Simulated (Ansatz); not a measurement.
Wanted: the native input for an Ansatz 0.2.0 run.

| Item | Value |
| --- | --- |
| Task | band structure |
| Functional | PBE |
| Potentials or basis | Ansatz PAW |
| Cutoff | 420 eV (not typed: the program's choice for these potentials) |
| k mesh | 5 × 5 × 4 |
| Occupations | fermi-dirac, width 0.05 eV |
| Spin | non-collinear spin, ferromagnetic start, spin-orbit coupling |
| Starting moments | [[0.0, 0.0, 0.0], [0.0, 0.0, 0.0], [2.309, 2.309, 2.309], [2.309, 2.309, 2.309]] μB |
| Path | [["G", "M", "K", "G", "A", "L", "H", "A"], ["L", "M"], ["K", "H"]] |
| Points for each segment of the path | 14 |

The system is MnSb.

```
Sb Mn
1.0
     4.15000    0.00000    0.00000
    -2.07500    3.59401    0.00000
     0.00000    0.00000    5.78000
Sb Mn
2 2
Direct
  0.66667 0.33333 0.75000
  0.33333 0.66667 0.25000
  0.00000 0.00000 0.50000
  0.00000 0.00000 0.00000
```

One way to write it, as run:

input.yaml

```yaml
crystal:
  lattice:
    - [4.15, 0.0, 0.0]
    - [-2.075, 3.5940054257, 0.0]
    - [0.0, 0.0, 5.78]
  atoms:
    - { symbol: Sb, position: [0.6666666667, 0.3333333333, 0.75] }
    - { symbol: Sb, position: [0.3333333333, 0.6666666667, 0.25] }
    - { symbol: Mn, position: [0.0, 0.0, 0.5], spin: 3.999, spin_axis: [2.309, 2.309, 2.309] }
    - { symbol: Mn, position: [0.0, 0.0, 0.0], spin: 3.999, spin_axis: [2.309, 2.309, 2.309] }
hamiltonian:
  xc: pbe
  pseudopotentials: { kind: paw_fr }
magnetization:
  noncollinear: true
  spin_orbit: true
kpoints:
  mp_grid: { grid: [5, 5, 4] }
  band_path:
    path:
      - [[0.0, 0.0, 0.0], [0.5, 0.0, 0.0], [0.3333333333, 0.3333333333, 0.0], [0.0, 0.0, 0.0], [0.0, 0.0, 0.5], [0.5, 0.0, 0.5], [0.3333333333, 0.3333333333, 0.5], [0.0, 0.0, 0.5]]
      - [[0.5, 0.0, 0.5], [0.5, 0.0, 0.0]]
      - [[0.3333333333, 0.3333333333, 0.0], [0.3333333333, 0.3333333333, 0.5]]
    npoints: 14
scf:
  occupations: { method: fermi_dirac, width: 0.05 }
  n_extra_bands: 10
output:
  forces: true
  stress: true
  eigenvalues: true
  fatbands: true
```

Potentials or basis: Ansatz PAW.

Run with:

```bash
$ ansatz run input.yaml --threads 2 --pin off --max-ram 5632MiB --backend cpu --events-out ev --progress --plain --runs-dir out
```

It gave:

| Quantity | Value |
| --- | --- |
| Pressure | -3.2 GPa |
| Band gap on the k mesh | none (metal or under the smearing width) |
| Net moment | 6.68 μB per cell |
| Absolute moment | 7.58 μB per cell |

Caveat: only a ferromagnetic start was run, and an antiferromagnetic order may lie lower in energy; the thresholds are loose for stress.

It took 3.1 min on 2 threads of Intel(R) Xeon(R) Platinum 8259CL CPU @ 2.50GHz (Skylake/Cascade Lake), with other jobs on the host, peak memory 1.1 GiB.
